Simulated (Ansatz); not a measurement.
Crystal: FeNi (Tetrataenite).

```xyz
2
Lattice="2.5330 0.0000 0.0000 0.0000 2.5330 0.0000 0.0000 0.0000 3.5820" Properties=species:S:1:pos:R:3 pbc="T T T"
Ni    1.2665    1.2665    1.7910
Fe    0.0000    0.0000    0.0000
```

Base run:

| Item | Value |
| --- | --- |
| Program | Ansatz 0.2.0 |
| Functional | PBEsol |
| Potentials or basis | Ansatz PAW |
| Cutoff | 420 eV (not typed: the program's choice for these potentials) |
| k mesh | 10 × 10 × 8 |
| Occupations | fermi-dirac, width 0.05 eV |
| Spin | no spin polarisation |

Its results: band gap on the k mesh none (metal or under the smearing width); pressure -25.9 GPa.

The run is repeated on the same cell with these changes: spin from no spin polarisation to collinear spin, antiferromagnetic start. What comes out?

Band gap on the k mesh none (metal or under the smearing width); pressure -11.6 GPa; net moment -3.31 μB per cell; site moments Ni -0.70; Fe -2.69 μB.

Caveats: the PAW data sets come from PBE, with cores solved anew for the run's functional, which leaves a small shift of forces and pressure; the starting moments weren't kept (some runs).
